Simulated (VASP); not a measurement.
# CdSe (Cadmoselite) (P6_3mc) in VASP: notebook, part 2 of 2

VASP 6.6.1. The steps go on from the part before.

## 4. Band structure, r2SCAN

Input file INCAR:

```
ALGO = Normal
EDIFF = 1E-6
ENCUT = 520
ISIF = 2
ISMEAR = 0
LASPH = T
LCHARG = F
LMIXTAU = T
LREAL = F
LWAVE = F
METAGGA = R2SCAN
NBANDS = 26
NELM = 100
PREC = Accurate
SIGMA = 0.02
```

Input file KPOINTS:

```
k-points
0
Gamma
  8 8 4
```

Input file POSCAR:

```
CdSe
1.0
    4.3000000000      0.0000000000      0.0000000000
   -2.1500000000      3.7239092363      0.0000000000
    0.0000000000      0.0000000000      7.0200000000
Cd Se
2 2
Direct
    0.6666666667      0.3333333333      0.5000000000
    0.3333333333      0.6666666667      0.0000000000
    0.6666666667      0.3333333333      0.8850000000
    0.3333333333      0.6666666667      0.3850000000
```

Input file KPOINTS_OPT:

```
path GMKGALHA,LM,KH
10
line-mode
reciprocal
 0.0000000000  0.0000000000  0.0000000000  G
 0.5000000000  0.0000000000  0.0000000000  M

 0.5000000000  0.0000000000  0.0000000000  M
 0.3333333333  0.3333333333  0.0000000000  K

 0.3333333333  0.3333333333  0.0000000000  K
 0.0000000000  0.0000000000  0.0000000000  G

 0.0000000000  0.0000000000  0.0000000000  G
 0.0000000000  0.0000000000  0.5000000000  A

 0.0000000000  0.0000000000  0.5000000000  A
 0.5000000000  0.0000000000  0.5000000000  L

 0.5000000000  0.0000000000  0.5000000000  L
 0.3333333333  0.3333333333  0.5000000000  H

 0.3333333333  0.3333333333  0.5000000000  H
 0.0000000000  0.0000000000  0.5000000000  A

 0.5000000000  0.0000000000  0.5000000000  L
 0.5000000000  0.0000000000  0.0000000000  M

 0.3333333333  0.3333333333  0.0000000000  K
 0.3333333333  0.3333333333  0.5000000000  H
```

Potentials or basis: VASP PAW PBE potentials, release 64 (Cd, Se).

Launch:

```bash
> cat potpaw_PBE.64/Cd/POTCAR potpaw_PBE.64/Se/POTCAR > POTCAR
> mpirun -np 1 vasp_std > vasp.out
```

OUTCAR:

```text
EDIFF = 1E-6
   ENCUT = 520
   ISIF = 2
   ISMEAR = 0
   LASPH = T
   LREAL = F
   METAGGA = R2SCAN
   NELM = 100
   PREC = Accurate

 ion  position               nearest neighbor table
   1  0.667  0.333  0.500-   4 2.61   4 2.61   4 2.61   3 2.70
   2  0.333  0.667  0.000-   3 2.61   3 2.61   3 2.61   4 2.70
   3  0.667  0.333  0.885-   2 2.61   2 2.61   2 2.61   1 2.70
   4  0.333  0.667  0.385-   1 2.61   1 2.61   1 2.61   2 2.70

  LATTYP: Found a hexagonal cell.
[... 891 lines left out ...]
     25       9.1288      0.00000
     26       9.1288      0.00000

 [... further k-points ...]
[... 5 lines left out ...]
  --------------------------------------------------------------------------------------
  -------------------------------------------------------------------------------------
  Total        1.7881458      1.7881458      0.3145825      0.0000000      0.0000000      0.0000000
  in kB       25.4864207     25.4864207      4.4837400      0.0000000      0.0000000      0.0000000
  external PRESSURE =      18.4855272 kB  Pullay stress =       0.0000000 kB

 VOLUME and BASIS-vectors are now :
 -----------------------------------------------------------------------------
  energy-cutoff  :      520.00
  volume of cell :      112.41
      direct lattice vectors                 reciprocal lattice vectors
     4.300000000  0.000000000  0.000000000     0.232558140  0.134267504  0.000000000
    -2.150000000  3.723909236  0.000000000     0.000000000  0.268535009  0.000000000
     0.000000000  0.000000000  7.020000000     0.000000000  0.000000000  0.142450142

 POSITION                                       TOTAL-FORCE (eV/Angst)
 -----------------------------------------------------------------------------------
      2.15000      1.24130      3.51000        -0.000000      0.000000      0.286042
     -0.00000      2.48261      0.00000         0.000000     -0.000000      0.286042
      2.15000      1.24130      6.21270        -0.000000      0.000000     -0.286042
     -0.00000      2.48261      2.70270        -0.000000      0.000000     -0.286042
 -----------------------------------------------------------------------------------
    total drift:                               -0.000000     -0.000000      0.002945

  FREE ENERGIE OF THE ION-ELECTRON SYSTEM (eV)
  ---------------------------------------------------
  free  energy   TOTEN  =       -71.7939207126 eV

  energy  without entropy=      -71.7939207126  energy(sigma->0) =      -71.79392071
```

stdout:

```text
POSCAR found type information on POSCAR CdSe
 POSCAR found :  2 types and       4 ions
 scaLAPACK will be used
 -----------------------------------------------------------------------------
|                                                                             |
|                                                                             |
|     You enforced a specific xc type in the INCAR file but a different       |
|     I HOPE YOU KNOW WHAT YOU ARE DOING!                                     |
|                                                                             |
 -----------------------------------------------------------------------------

 LDA part: xc-table for (None), standard interpolation
 POSCAR, INCAR and KPOINTS ok, starting setup
 FFT: planning ... GRIDC
 FFT: planning ... GRID_SOFT
 FFT: planning ... GRID
 WAVECAR not read
 entering main loop
 Start KPOINTS_OPT (optional k-point list driver)
k-point batch [1-30\90]
k-point batch [31-60\90]
k-point batch [61-90\90]
```

Wall time 15 min (1 thread of Intel Xeon Platinum 8259CL at 2.50GHz (Skylake/Cascade Lake), shared host); peak memory 0.31 GiB.

What came out:

```
Free energy             : -71.7939 eV
Pressure                : 1.8 GPa
Largest force           : 0.286 eV/Å
Band gap on the k mesh  : 1.19 eV, direct
Band gap along the path : 1.19 eV, direct
```

Forces on the atoms (eV/Å):
```
Cd   0.000  0.000  0.286
Cd   0.000  0.000  0.286
Se   0.000  0.000 -0.286
Se   0.000  0.000 -0.286
```

Levels at the corners of the path, in eV from the valence-band top:
```
point  band 14  band 15  band 16  band 17  band 18  band 19  band 20  band 21  band 22  band 23
    Γ    -0.73    -0.73    -0.01     0.00     0.00     1.19     2.59     6.39     6.39     6.68
    M    -3.72    -2.60    -1.89    -1.25    -0.84     3.68     3.70     5.12     6.66     7.13
    M    -3.72    -2.60    -1.89    -1.25    -0.84     3.68     3.70     5.12     6.66     7.13
    K    -3.83    -3.13    -1.82    -1.82    -1.82     4.65     5.30     5.30     7.40     7.55
    K    -3.83    -3.13    -1.82    -1.82    -1.82     4.65     5.30     5.30     7.40     7.55
    Γ    -0.73    -0.73    -0.01     0.00     0.00     1.19     2.59     6.39     6.39     6.68
    Γ    -0.73    -0.73    -0.01     0.00     0.00     1.19     2.59     6.39     6.39     6.68
    A    -2.54    -0.38    -0.38    -0.38    -0.38     2.80     2.80     6.29     6.29     6.77
    A    -2.54    -0.38    -0.38    -0.38    -0.38     2.80     2.80     6.29     6.29     6.77
    L    -4.26    -1.40    -1.40    -1.31    -1.31     3.39     3.39     5.21     5.21     8.24
    L    -4.26    -1.40    -1.40    -1.31    -1.31     3.39     3.39     5.21     5.21     8.24
    H    -4.14    -2.54    -2.54    -1.08    -1.08     4.27     4.27     6.22     6.22     6.75
    H    -4.14    -2.54    -2.54    -1.08    -1.08     4.27     4.27     6.22     6.22     6.75
    A    -2.54    -0.38    -0.38    -0.38    -0.38     2.80     2.80     6.29     6.29     6.77
    L    -4.26    -1.40    -1.40    -1.31    -1.31     3.39     3.39     5.21     5.21     8.24
    M    -3.72    -2.60    -1.89    -1.25    -0.84     3.68     3.70     5.12     6.66     7.13
    K    -3.83    -3.13    -1.82    -1.82    -1.82     4.65     5.30     5.30     7.40     7.55
    H    -4.14    -2.54    -2.54    -1.08    -1.08     4.27     4.27     6.22     6.22     6.75
```

Caveat: the PAW data sets were made with another functional, which shifts forces and pressure a little.

## 5. Band structure, TB-mBJ

POSCAR is that of step 4.

Input file INCAR.step1:

```
ALGO = Normal
EDIFF = 1E-5
ENCUT = 520
GGA = PE
ISIF = 2
ISMEAR = 0
LASPH = T
LCHARG = F
LREAL = F
LWAVE = T
NBANDS = 26
NELM = 100
PREC = Accurate
SIGMA = 0.02
```

Input file INCAR.step2:

```
ALGO = Normal
EDIFF = 1E-6
ENCUT = 520
ISIF = 2
ISMEAR = 0
ISTART = 1
LASPH = T
LCHARG = F
LREAL = F
LWAVE = F
METAGGA = MBJ
NBANDS = 26
NELM = 100
PREC = Accurate
SIGMA = 0.02
```

KPOINTS is that of step 4.

KPOINTS_OPT is that of step 4.

Potentials or basis: VASP PAW PBE potentials, release 64 (Cd, Se).

Launch:

```bash
> cat potpaw_PBE.64/Cd/POTCAR potpaw_PBE.64/Se/POTCAR > POTCAR
> cp INCAR.step1 INCAR
> mpirun -np 1 vasp_std > vasp.out
> cp INCAR.step2 INCAR
> mpirun -np 1 vasp_std > vasp.out
```

OUTCAR:

```text
EDIFF = 1E-6
   ENCUT = 520
   ISIF = 2
   ISMEAR = 0
   ISTART = 1
   LASPH = T
   LREAL = F
   METAGGA = MBJ
   NELM = 100
   PREC = Accurate

 ion  position               nearest neighbor table
   1  0.667  0.333  0.500-   4 2.61   4 2.61   4 2.61   3 2.70
   2  0.333  0.667  0.000-   3 2.61   3 2.61   3 2.61   4 2.70
   3  0.667  0.333  0.885-   2 2.61   2 2.61   2 2.61   1 2.70
[... 900 lines left out ...]

  FORCE on cell =-STRESS in cart. coord.  units (eV):
  Direction    XX          YY          ZZ          XY          YZ          ZX
  --------------------------------------------------------------------------------------
  -------------------------------------------------------------------------------------
  Total      -57.7500808    -57.7500808    -59.0320379      0.0000000      0.0000000      0.0000000
  in kB     -823.1112239   -823.1112239   -841.3829425      0.0000000      0.0000000      0.0000000
  external PRESSURE =    -829.2017968 kB  Pullay stress =       0.0000000 kB

 VOLUME and BASIS-vectors are now :
 -----------------------------------------------------------------------------
  energy-cutoff  :      520.00
  volume of cell :      112.41
      direct lattice vectors                 reciprocal lattice vectors
     4.300000000  0.000000000  0.000000000     0.232558140  0.134267504  0.000000000
    -2.150000000  3.723909236  0.000000000     0.000000000  0.268535009  0.000000000
     0.000000000  0.000000000  7.020000000     0.000000000  0.000000000  0.142450142

 POSITION                                       TOTAL-FORCE (eV/Angst)
 -----------------------------------------------------------------------------------
      2.15000      1.24130      3.51000        -0.000000      0.000000      0.247601
     -0.00000      2.48261      0.00000         0.000000     -0.000000      0.247601
      2.15000      1.24130      6.21270        -0.000000      0.000000     -0.247601
     -0.00000      2.48261      2.70270         0.000000      0.000000     -0.247601
 -----------------------------------------------------------------------------------
    total drift:                                0.000000      0.000001     -0.447214

  FREE ENERGIE OF THE ION-ELECTRON SYSTEM (eV)
  ---------------------------------------------------
  free  energy   TOTEN  =       788.0138513773 eV

  energy  without entropy=      788.0138513773  energy(sigma->0) =      788.01385138
```

It took 7.6 min on 1 thread of Intel Xeon Platinum 8259CL at 2.50GHz (Skylake/Cascade Lake), shared host; peak memory 0.29 GiB.

What came out:

| Item | Value |
| --- | --- |
| Band gap on the k mesh | 2.04 eV, direct |
| Band gap along the path | 2.04 eV, direct |

Levels at the corners of the path, in eV from the valence-band top:
```csv
point,band 16,band 17,band 18,band 19,band 20,band 21
Γ,-0.02,0.00,0.00,2.04,3.25,6.72
M,-1.66,-1.08,-0.74,4.22,4.26,5.62
M,-1.66,-1.08,-0.74,4.22,4.26,5.62
K,-1.60,-1.60,-1.58,5.29,5.61,5.61
K,-1.60,-1.60,-1.58,5.29,5.61,5.61
Γ,-0.02,0.00,0.00,2.04,3.25,6.72
Γ,-0.02,0.00,0.00,2.04,3.25,6.72
A,-0.33,-0.33,-0.33,3.44,3.44,6.72
A,-0.33,-0.33,-0.33,3.44,3.44,6.72
L,-1.23,-1.16,-1.16,4.03,4.03,5.60
L,-1.23,-1.16,-1.16,4.03,4.03,5.60
H,-2.20,-0.96,-0.96,4.75,4.75,6.79
H,-2.20,-0.96,-0.96,4.75,4.75,6.79
A,-0.33,-0.33,-0.33,3.44,3.44,6.72
L,-1.23,-1.16,-1.16,4.03,4.03,5.60
M,-1.66,-1.08,-0.74,4.22,4.26,5.62
K,-1.60,-1.60,-1.58,5.29,5.61,5.61
H,-2.20,-0.96,-0.96,4.75,4.75,6.79
```

Caveat: the PAW data sets were made with another functional, which shifts forces and pressure a little.

## 6. Summary

| level | potentials or basis | gap on the mesh (eV) | pressure (GPa) | largest force (eV/Å) |
| --- | --- | --- | --- | --- |
| LDA | VASP PAW LDA potentials, release 64 (Cd, Se) | 0.46 | -1.4 | 0.27 |
| PBEsol | VASP PAW PBE potentials, release 64 (Cd, Se) | 0.58 | 0.5 | 0.27 |
| r2SCAN | VASP PAW PBE potentials, release 64 (Cd, Se) | 1.19 | 1.8 | 0.29 |
| TB-mBJ | VASP PAW PBE potentials, release 64 (Cd, Se) | 2.04 | - | - |

Alike in all rows: task band structure; no spin polarisation; cell as given; k mesh 8 × 8 × 4; cutoff (eV) 520; smearing gaussian 0.02 eV.

Caveats: the PAW data sets were made with another functional, which shifts forces and pressure a little (some runs).

Absolute energies hang on the potentials; compare differences alone.

## 7. Against experiment

Step 2. A measured gap of CdSe is 1.841 eV (2 K; a printed reference work, data compilation); the calculated 0.46 eV misses it by -1.38 eV. So large a miss can be the level of theory's own, or it may mean another phase, state or a wrong row. Spin-orbit coupling on Cd, Se is left out. The value is that of LDA, without temperature or zero-point motion. Semilocal functionals fall short of measured gaps as a rule.

Step 3. Measured gap of CdSe: 1.841 eV (2 K; a printed reference work, data compilation). This calculation gives 0.58 eV (-1.26 eV). So large a miss can be the level of theory's own, or it may mean another phase, state or a wrong row. Spin-orbit coupling on Cd, Se is left out. The value is that of PBEsol, without temperature or zero-point motion. Semilocal functionals fall short of measured gaps as a rule.

Step 4. Against the measured gap of CdSe, 1.841 eV (2 K; a printed reference work, data compilation), the calculated 1.19 eV is off by -0.65 eV. Spin-orbit coupling on Cd, Se is left out. The value is that of r2SCAN, without temperature or zero-point motion.

Step 5. Measured gap of CdSe: 1.841 eV (2 K; a printed reference work, data compilation). This calculation gives 2.04 eV (+0.20 eV). Spin-orbit coupling on Cd, Se is left out. The value is that of TB-mBJ, without temperature or zero-point motion.
